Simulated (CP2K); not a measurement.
The system is AlN.

```
Al N
1.0
     2.87724    0.00000    0.00000
     1.43862    2.49177    0.00000
     1.43862    0.83059    2.34926
Al N
1 1
Direct
  0.50000 0.50000 0.50000
  0.00000 0.00000 0.00000
```

Measurements of this composition are mostly on another form, of space group No. 186.

Program: CP2K 2026.2. Alike in all runs: task band structure; no spin polarisation; cell as given; k mesh 11 × 11 × 11.

Problem. Order these runs on this cell by their pressure, lowest first.
A. level LDA; potentials or basis GTH_POTENTIALS Al GTH-PADE-q3, N GTH-PADE-q5; TZVP-MOLOPT-PBE-GTH basis; smearing fermi-dirac 0.05 eV; EPS_DEFAULT 1.0E-10; NGRIDS 4; bands added on the path 6; CUTOFF of the grids 450 Ry
B. level PBE; potentials or basis POTENTIAL_UZH Al GTH-PBE-q3, N GTH-PBE-q5; TZVP-MOLOPT-PBE-GTH basis; smearing fermi-dirac 0.01 eV; EPS_DEFAULT 1.0E-9; NGRIDS 5; bands added on the path 4; CUTOFF of the grids 450 Ry
C. level r2SCAN; potentials or basis POTENTIAL_UZH Al GTH-SCAN-q3, N GTH-SCAN-q5; TZVP-MOLOPT-SCAN-GTH basis; smearing fermi-dirac 0.05 eV; EPS_DEFAULT 1.0E-9; NGRIDS 4; bands added on the path 2; CUTOFF of the grids 675 Ry

Solution. A (-10.9 GPa), C (-7.5 GPa), B (-0.2 GPa).

Caveats: the basis of atomic orbitals isn't converged, which shifts pressures, moduli and gaps.
